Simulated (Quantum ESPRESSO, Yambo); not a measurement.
# Beyond one shot: BaS (Fm-3m), part 2 of 2

How far does self-consistency move the gap of BaS (Fm-3m)?

Quantum ESPRESSO 7.5 and Yambo 5.3.0; PBE and many-body steps on it, plane waves. Known limits of the many-body steps: not at the basis limit.

So far. Step 5 (evGW0, cycle 1): Against G0W0 in Yambo (4×4×4 mesh, 208 bands, screening to 122.5 eV, Godby-Needs plasmon pole), the gap moves by +0.125 eV. Step 6 (evGW0, cycle 2): Against the cycle before, the gap moves by +0.013 eV.

### 7. evGW0, cycle 3

Level of this step: evGW0 on PBE with spin-orbit coupling, plane waves, norm-conserving pseudopotentials (Yambo).

The input, gw5.in:

```
HF_and_locXC
gw0
dyson
ppa
em1d
rim_cut
RandQpts= 1000000
RandGvec= 1 RL
EXXRLvcs= 40 Ry
VXCRLvcs= 160 Ry
Chimod= "HARTREE"
% BndsRnXp
 1 | 208 |
%
NGsBlkXp= 9 Ry
% LongDrXp
 1 | 1 | 1 |
%
% GbndRnge
 1 | 208 |
%
DysSolver= "n"
ExtendOut
PPAPntXp= 27.21138 eV
% QPkrange
 1 | 8 | 5 | 24 |
%
GfnQPdb= "E < ./gw4_fix/ndb.QP"
```

The run is started by

```console
OMP_NUM_THREADS=2 mpirun -n 8 yambo -F gw5.in -J gw5,gw1_W -C gw5 > gw5.log
```

Output:

```text
 Yambo, version 5.3.0

 [02] CORE Variables Setup
 =========================

  [... cell, symmetries and grids as in the set-up ...]

  [02.05] Energies & Occupations
  ==============================

  [X] === General ===
  [X] Electronic Temperature                        :  0.000000  0.000000 [eV K]
  [X] Bosonic    Temperature                        :  0.000000  0.000000 [eV K]
  [X] Finite Temperature mode                       : no
  [X] El. density                                   :  0.24558E+24 [cm-3]
[...]
Sx RL components                                 :  1917

   QP @ state[ 1 ] K range                          :   1   8
   QP @ state[ 1 ] b range                          :   5  24
   GF energies kind                                 : Perdew, Burke & Ernzerhof(X)+Perdew, Burke & Ernzerhof(C)+ E < ./gw2/ndb.QP + @E Fit+ E < ./gw3_fix/
   GF WF`s kind                                     : Perdew, Burke & Ernzerhof(X)+Perdew, Burke & Ernzerhof(C)
   Xs energies kind                                 : Perdew, Burke & Ernzerhof(X)+Perdew, Burke & Ernzerhof(C)
   Xs WF`s kind                                     : Perdew, Burke & Ernzerhof(X)+Perdew, Burke & Ernzerhof(C)

 [13] Game Over & Game summary
```

Run time: 5.6 min. Hardware: 8 MPI ranks of Arm Neoverse V2, shared host; peak memory 4 GiB; 73 min of CPU time.

Numbers from this step:

- quasiparticle gap on the mesh: 3.568 eV
- gap of the density functional on the mesh: 2.099 eV
- k of the valence top: 0, 0, 0
- k of the conduction bottom: 0, -0.5, -0.5
- least direct quasiparticle gap on the computed points: 3.676 eV

Against the cycle before, the gap moves by +0.002 eV.

The program's own table gives 3.785 eV, which is too large where the input levels are shifted: this version takes Σc at the unshifted level E₀, yet steps from the shifted one. The value above is the Newton step from E₀, E₀ + Z(Σc + Σx − Vxc), rebuilt from the printed columns.

### 8. evGW, cycle 1

This step: evGW on PBE with spin-orbit coupling, plane waves, norm-conserving pseudopotentials.

gw6.in, as its differences from gw5.in of step 7:

```diff
@@ -27,2 +27,3 @@
 %
-GfnQPdb= "E < ./gw4_fix/ndb.QP"
+GfnQPdb= "E < ./gw2/ndb.QP"
+XfnQPdb= "E < ./gw2/ndb.QP"
```

The run is started by

```console
OMP_NUM_THREADS=2 mpirun -n 8 yambo -F gw6.in -J gw6 -C gw6 > gw6.log
```

Output:

```text
 Yambo, version 5.3.0

 [02] CORE Variables Setup
 =========================

  [... cell, symmetries and grids as in the set-up ...]

  [02.05] Energies & Occupations
  ==============================

  [X] === General ===
  [X] Electronic Temperature                        :  0.000000  0.000000 [eV K]
  [X] Bosonic    Temperature                        :  0.000000  0.000000 [eV K]
  [X] Finite Temperature mode                       : no
  [X] El. density                                   :  0.24558E+24 [cm-3]
[...]
Sx RL components                                 :  1917

   QP @ state[ 1 ] K range                          :   1   8
   QP @ state[ 1 ] b range                          :   5  24
   GF energies kind                                 : Perdew, Burke & Ernzerhof(X)+Perdew, Burke & Ernzerhof(C)+ E < ./gw2/ndb.QP + @E Fit
   GF WF`s kind                                     : Perdew, Burke & Ernzerhof(X)+Perdew, Burke & Ernzerhof(C)
   Xs energies kind                                 : Perdew, Burke & Ernzerhof(X)+Perdew, Burke & Ernzerhof(C)
   Xs WF`s kind                                     : Perdew, Burke & Ernzerhof(X)+Perdew, Burke & Ernzerhof(C)

 [15] Game Over & Game summary
```

Wall time 5.8 min (8 MPI ranks); peak memory 4.2 GiB.

This step gave:

* quasiparticle gap on the mesh: 3.839 eV
* gap of the density functional on the mesh: 2.099 eV
* k of the valence top: 0, 0, 0
* k of the conduction bottom: 0, -0.5, -0.5
* least direct quasiparticle gap on the computed points: 3.947 eV

Against G0W0 in Yambo (4×4×4 mesh, 208 bands, screening to 122.5 eV, Godby-Needs plasmon pole), the gap moves by +0.411 eV.

The program's own table gives 4.016 eV, which is too large where the input levels are shifted: this version takes Σc at the unshifted level E₀, yet steps from the shifted one. The value above is the Newton step from E₀, E₀ + Z(Σc + Σx − Vxc), rebuilt from the printed columns.

### 9. evGW, cycle 2

gw7.in, as its differences from gw6.in of step 8:

```diff
@@ -27,3 +27,3 @@
 %
-GfnQPdb= "E < ./gw2/ndb.QP"
-XfnQPdb= "E < ./gw2/ndb.QP"
+GfnQPdb= "E < ./gw6_fix/ndb.QP"
+XfnQPdb= "E < ./gw6_fix/ndb.QP"
```

The run is started by

```console
OMP_NUM_THREADS=2 mpirun -n 8 yambo -F gw7.in -J gw7 -C gw7 > gw7.log
```

Output:

```text
 Yambo, version 5.3.0

 [02] CORE Variables Setup
 =========================

  [... cell, symmetries and grids as in the set-up ...]

  [02.05] Energies & Occupations
  ==============================

  [X] === General ===
  [X] Electronic Temperature                        :  0.000000  0.000000 [eV K]
  [X] Bosonic    Temperature                        :  0.000000  0.000000 [eV K]
  [X] Finite Temperature mode                       : no
  [X] El. density                                   :  0.24558E+24 [cm-3]
[...]
Sx RL components                                 :  1917

   QP @ state[ 1 ] K range                          :   1   8
   QP @ state[ 1 ] b range                          :   5  24
   GF energies kind                                 : Perdew, Burke & Ernzerhof(X)+Perdew, Burke & Ernzerhof(C)+ E < ./gw2/ndb.QP + @E Fit+ E < ./gw6_fix/
   GF WF`s kind                                     : Perdew, Burke & Ernzerhof(X)+Perdew, Burke & Ernzerhof(C)
   Xs energies kind                                 : Perdew, Burke & Ernzerhof(X)+Perdew, Burke & Ernzerhof(C)
   Xs WF`s kind                                     : Perdew, Burke & Ernzerhof(X)+Perdew, Burke & Ernzerhof(C)

 [15] Game Over & Game summary
```

Elapsed: 6.2 min, on 8 MPI ranks; peak memory 4.2 GiB; 78 min of CPU time.

This step gave:

- quasiparticle gap on the mesh: 3.957 eV
- gap of the density functional on the mesh: 2.099 eV
- k of the valence top: 0, 0, 0
- k of the conduction bottom: 0, -0.5, -0.5
- least direct quasiparticle gap on the computed points: 4.067 eV

Against the cycle before, the gap moves by +0.118 eV.

The program's own table gives 4.175 eV, which is too large where the input levels are shifted: this version takes Σc at the unshifted level E₀, yet steps from the shifted one. The value above is the Newton step from E₀, E₀ + Z(Σc + Σx − Vxc), rebuilt from the printed columns.

### 10. evGW, cycle 3

gw8.in, as its differences from gw7.in of step 9:

```diff
@@ -27,3 +27,3 @@
 %
-GfnQPdb= "E < ./gw6_fix/ndb.QP"
-XfnQPdb= "E < ./gw6_fix/ndb.QP"
+GfnQPdb= "E < ./gw7_fix/ndb.QP"
+XfnQPdb= "E < ./gw7_fix/ndb.QP"
```

The run is started by

```console
OMP_NUM_THREADS=2 mpirun -n 8 yambo -F gw8.in -J gw8 -C gw8 > gw8.log
```

Output:

```text
 Yambo, version 5.3.0

 [02] CORE Variables Setup
 =========================

  [... cell, symmetries and grids as in the set-up ...]

  [02.05] Energies & Occupations
  ==============================

  [X] === General ===
  [X] Electronic Temperature                        :  0.000000  0.000000 [eV K]
  [X] Bosonic    Temperature                        :  0.000000  0.000000 [eV K]
  [X] Finite Temperature mode                       : no
  [X] El. density                                   :  0.24558E+24 [cm-3]
[...]
Sx RL components                                 :  1917

   QP @ state[ 1 ] K range                          :   1   8
   QP @ state[ 1 ] b range                          :   5  24
   GF energies kind                                 : Perdew, Burke & Ernzerhof(X)+Perdew, Burke & Ernzerhof(C)+ E < ./gw2/ndb.QP + @E Fit+ E < ./gw6_fix/
   GF WF`s kind                                     : Perdew, Burke & Ernzerhof(X)+Perdew, Burke & Ernzerhof(C)
   Xs energies kind                                 : Perdew, Burke & Ernzerhof(X)+Perdew, Burke & Ernzerhof(C)
   Xs WF`s kind                                     : Perdew, Burke & Ernzerhof(X)+Perdew, Burke & Ernzerhof(C)

 [15] Game Over & Game summary
```

It took 5.6 min on 8 MPI ranks; peak memory 4.2 GiB.

This step gave:

| Quantity | Value |
| --- | --- |
| quasiparticle gap on the mesh | 3.995 eV |
| gap of the density functional on the mesh | 2.099 eV |
| k of the valence top | 0, 0, 0 |
| k of the conduction bottom | 0, -0.5, -0.5 |
| least direct quasiparticle gap on the computed points | 4.106 eV |

Against the cycle before, the gap moves by +0.038 eV.

The program's own table gives 4.223 eV, which is too large where the input levels are shifted: this version takes Σc at the unshifted level E₀, yet steps from the shifted one. The value above is the Newton step from E₀, E₀ + Z(Σc + Σx − Vxc), rebuilt from the printed columns.

### 11. evGW, cycle 4

gw9.in, as its differences from gw8.in of step 10:

```diff
@@ -27,3 +27,3 @@
 %
-GfnQPdb= "E < ./gw7_fix/ndb.QP"
-XfnQPdb= "E < ./gw7_fix/ndb.QP"
+GfnQPdb= "E < ./gw8_fix/ndb.QP"
+XfnQPdb= "E < ./gw8_fix/ndb.QP"
```

The run is started by

```console
OMP_NUM_THREADS=2 mpirun -n 8 yambo -F gw9.in -J gw9 -C gw9 > gw9.log
```

Output:

```text
 Yambo, version 5.3.0

 [02] CORE Variables Setup
 =========================

  [... cell, symmetries and grids as in the set-up ...]

  [02.05] Energies & Occupations
  ==============================

  [X] === General ===
  [X] Electronic Temperature                        :  0.000000  0.000000 [eV K]
  [X] Bosonic    Temperature                        :  0.000000  0.000000 [eV K]
  [X] Finite Temperature mode                       : no
  [X] El. density                                   :  0.24558E+24 [cm-3]
[...]
Sx RL components                                 :  1917

   QP @ state[ 1 ] K range                          :   1   8
   QP @ state[ 1 ] b range                          :   5  24
   GF energies kind                                 : Perdew, Burke & Ernzerhof(X)+Perdew, Burke & Ernzerhof(C)+ E < ./gw2/ndb.QP + @E Fit+ E < ./gw6_fix/
   GF WF`s kind                                     : Perdew, Burke & Ernzerhof(X)+Perdew, Burke & Ernzerhof(C)
   Xs energies kind                                 : Perdew, Burke & Ernzerhof(X)+Perdew, Burke & Ernzerhof(C)
   Xs WF`s kind                                     : Perdew, Burke & Ernzerhof(X)+Perdew, Burke & Ernzerhof(C)

 [15] Game Over & Game summary
```

Run time: 5.2 min. Hardware: 8 MPI ranks; peak memory 4.2 GiB; 73 min of CPU time.

This step gave:

- quasiparticle gap on the mesh: 4.007 eV
- gap of the density functional on the mesh: 2.099 eV
- k of the valence top: 0, 0, 0
- k of the conduction bottom: 0, -0.5, -0.5
- least direct quasiparticle gap on the computed points: 4.118 eV

Against the cycle before, the gap moves by +0.012 eV.

The program's own table gives 4.238 eV, which is too large where the input levels are shifted: this version takes Σc at the unshifted level E₀, yet steps from the shifted one. The value above is the Newton step from E₀, E₀ + Z(Σc + Σx − Vxc), rebuilt from the printed columns.

### 12. evGW, cycle 5

gw10.in, as its differences from gw9.in of step 11:

```diff
@@ -27,3 +27,3 @@
 %
-GfnQPdb= "E < ./gw8_fix/ndb.QP"
-XfnQPdb= "E < ./gw8_fix/ndb.QP"
+GfnQPdb= "E < ./gw9_fix/ndb.QP"
+XfnQPdb= "E < ./gw9_fix/ndb.QP"
```

The run is started by

```console
OMP_NUM_THREADS=2 mpirun -n 8 yambo -F gw10.in -J gw10 -C gw10 > gw10.log
```

Output:

```text
 Yambo, version 5.3.0

 [02] CORE Variables Setup
 =========================

  [... cell, symmetries and grids as in the set-up ...]

  [02.05] Energies & Occupations
  ==============================

  [X] === General ===
  [X] Electronic Temperature                        :  0.000000  0.000000 [eV K]
  [X] Bosonic    Temperature                        :  0.000000  0.000000 [eV K]
  [X] Finite Temperature mode                       : no
  [X] El. density                                   :  0.24558E+24 [cm-3]
[...]
Sx RL components                                 :  1917

   QP @ state[ 1 ] K range                          :   1   8
   QP @ state[ 1 ] b range                          :   5  24
   GF energies kind                                 : Perdew, Burke & Ernzerhof(X)+Perdew, Burke & Ernzerhof(C)+ E < ./gw2/ndb.QP + @E Fit+ E < ./gw6_fix/
   GF WF`s kind                                     : Perdew, Burke & Ernzerhof(X)+Perdew, Burke & Ernzerhof(C)
   Xs energies kind                                 : Perdew, Burke & Ernzerhof(X)+Perdew, Burke & Ernzerhof(C)
   Xs WF`s kind                                     : Perdew, Burke & Ernzerhof(X)+Perdew, Burke & Ernzerhof(C)

 [15] Game Over & Game summary
```

Elapsed: 5.3 min, on 8 MPI ranks; peak memory 4.2 GiB.

Numbers from this step:

```yaml
quasiparticle_gap_on_the_mesh: 4.010 eV
gap_of_the_density_functional_on_the_mesh: 2.099 eV
k_of_the_valence_top: 0, 0, 0
k_of_the_conduction_bottom: 0, -0.5, -0.5
least_direct_quasiparticle_gap_on_the_computed_points: 4.121 eV
```

Against the cycle before, the gap moves by +0.003 eV.

The program's own table gives 4.242 eV, which is too large where the input levels are shifted: this version takes Σc at the unshifted level E₀, yet steps from the shifted one. The value above is the Newton step from E₀, E₀ + Z(Σc + Σx − Vxc), rebuilt from the printed columns.

### 13. Side by side

Times are wall times on 8 MPI ranks of Arm Neoverse V2, shared host, good to a factor of about two.

```tsv
run	mesh	bands	screening cutoff (eV)	DFT gap (eV)	gap on the mesh (eV)	direct (eV)	time
G0W0	4×4×4	208	122.5	2.099	3.428	3.532	64 s
evGW0, cycle 1	4×4×4	208	122.5	2.099	3.553	3.661	5.6 min
evGW0, cycle 2	4×4×4	208	122.5	2.099	3.566	3.675	5.3 min
evGW0, cycle 3	4×4×4	208	122.5	2.099	3.568	3.676	5.6 min
evGW, cycle 1	4×4×4	208	122.5	2.099	3.839	3.947	5.8 min
evGW, cycle 2	4×4×4	208	122.5	2.099	3.957	4.067	6.2 min
evGW, cycle 3	4×4×4	208	122.5	2.099	3.995	4.106	5.6 min
evGW, cycle 4	4×4×4	208	122.5	2.099	4.007	4.118	5.2 min
evGW, cycle 5	4×4×4	208	122.5	2.099	4.010	4.121	5.3 min
```

### 14. Results

| Property | Result |
| --- | --- |
| G0W0 | 3.428 eV |
| evGW0, cycle 1 | 3.553 eV |
| evGW0, cycle 2 | 3.566 eV |
| evGW0, cycle 3 | 3.568 eV |
| evGW, cycle 1 | 3.839 eV |
| evGW, cycle 2 | 3.957 eV |
| evGW, cycle 3 | 3.995 eV |
| evGW, cycle 4 | 4.007 eV |
| evGW, cycle 5 | 4.010 eV |
| known limits | not at the basis limit |

**Reading.** evGW0 ends at 3.57 eV, +0.14 eV from G0W0, after 3 cycles that took 16 min beside the first screening; the last moved the gap by 0.002 eV. evGW ends at 4.01 eV, +0.58 eV from G0W0, after 5 cycles that took 28 min beside the first screening; the last moved the gap by 0.003 eV. Bands and cutoff are finite, so the gap is not at the basis limit. The miss can reach some tenths of an eV and take either sign; the mesh is an error of its own.

[Paths, hosts, dates, memory and timing lines, banners, echoed tables and standing remarks are left out of the program output.]

[Logs are printed without paths, hosts, clocks, repeated set-up lines and the standing remarks that a program may print on its own settings, such as how far it seeks lower states.]

[Runs of the session that timed out or met a known fault of the program may be left out.]

[Hosts, paths, dates, database ids (printed as entryN), source tags and the programs' standing remarks are cut or masked in the printed files.]
